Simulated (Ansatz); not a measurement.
MoSi2: opening a crack plane

MoSi2, I4/mmm, a = 3.190 Å, c = 7.821 Å. Ansatz: PBEsol, PAW, 420 eV, Γ-centred 15×15×3 mesh on 12 atoms, Gaussian smearing 0.15 eV; no spin polarisation. One cut on (001) per cell of 12 atoms is opened rigidly by x, between planes of Si and Mo that stand 1.29 Å apart; y is the energy per area (10.177 Å², 1 eV/Å² = 16.02 J/m²).

```
x (Å) y (J/m²)
 0.00     0.000
 0.25     0.578
 0.50     1.774
 0.75     3.059
 1.00         ?
 1.50     5.926
 2.00     6.888
 3.00     7.590
 4.50     7.786
 6.00     7.807
```

Fit the universal binding curve y = W[1 − (1 + x/l) e^(−x/l)] to the other rows, give the peak stress, and predict the missing value.

Least squares gives W = 7.82 J/m² and l = 0.551 Å. The stress dy/dx peaks at x = l with W/(e l) = 52.2 GPa, for rigid faces. At x = 1.00: x/l = 1.815, y = 4.235 J/m². The run gave 4.204 J/m², so the fit is 0.031 J/m² too high, within twice the rms miss on the fitted rows (0.021 J/m²).

Cost: 12 runs of about 14 core-minutes in all, on Intel Xeon Processor @ 2.70GHz (shared hosts).